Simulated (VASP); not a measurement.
The system is As.

```
As
1.0
     2.70368    0.00000    0.00000
     0.00000    2.70368    0.00000
     0.00000    0.00000    2.70368
As
1
Direct
  0.50000 0.50000 0.50000
```

This isn't the form of As at room conditions, which is rhombohedral.

Program: VASP 6.6.1. Alike in all runs: cell as given. Hardware: 1 thread of Intel(R) Xeon(R) 6975P-C (Granite Rapids), with other jobs on the host.

Order these runs on this cell by their wall time, lowest first.
A. task single point; level HSE03+D3; potentials or basis VASP PAW PBE potentials, release 64 (As_GW); spin SOC, no magnetisation; k mesh 5 × 5 × 5; cutoff (eV) 550; smearing fermi-dirac 0.02 eV; grid for exact exchange (PRECFOCK) Normal; mesh quality coarse
B. task single point; level RPBE; potentials or basis VASP PAW PBE potentials, release 64 (As); spin off; k mesh 10 × 10 × 10; cutoff (eV) 520; smearing gaussian 0.05 eV; mesh quality not flagged
C. task atomic charges; level LDA; potentials or basis VASP PAW LDA potentials, release 64 (As); spin non-collinear, random start; k mesh 7 × 7 × 7; cutoff (eV) 520; smearing fermi-dirac 0.05 eV; mesh quality not flagged

B (3 s), C (21 s), A (110 s).

Caveats: some runs use coarse meshes.

Runs at the PBE level aren't shown here.
